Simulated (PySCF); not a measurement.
# C5H12 (isopentane): the cost of one run

Programs: PySCF 2.14.0, with routines of our own; each step states its level. All values are computed. Atoms count from 0.

## 1. The starting structure

17 atoms, charge 0, multiplicity 1; geometry from: GFN2-xTB.

## 2. Magnetic properties: GIAO B97-2/pcSseg-1

Job settings and geometry (Å):

```
{"job": {"kind": "mag", "xc": "B97-2", "basis": "pcSseg-1", "isotopologues": 2}, "charge": 0, "multiplicity": 1}
C      1.924486    -0.787517    -0.031926
C      0.895614     0.197075     0.512049
C     -0.368667     0.303175    -0.348202
C     -1.179936    -0.990074    -0.326285
C     -1.232904     1.464543     0.139948
H      2.191761    -0.533197    -1.055712
H      1.541503    -1.804413    -0.017204
H      2.828221    -0.759955     0.573513
H      1.357189     1.185997     0.572798
H      0.613949    -0.097005     1.526098
H     -0.067020     0.506843    -1.382233
H     -0.614571    -1.815934    -0.749661
H     -2.091726    -0.872949    -0.908353
H     -1.456104    -1.246188     0.694878
H     -1.535343     1.301525     1.172542
H     -0.683965     2.402438     0.087024
H     -2.129485     1.557667    -0.469185
```

Method: GIAO B97-2/pcSseg-1 magnetisability, rotational g tensor and spin-rotation constants, non-relativistic, gas phase.

On the command line:

```
$ OMP_NUM_THREADS=1 python excited_run.py task.json out
```

One launch serves the whole session: the jobs run in the order shown.

Q: Estimate the wall time and peak memory of this first job on 1 thread of Arm Neoverse V1, shared host.

About 17 s, with a peak of 0.73 GiB.
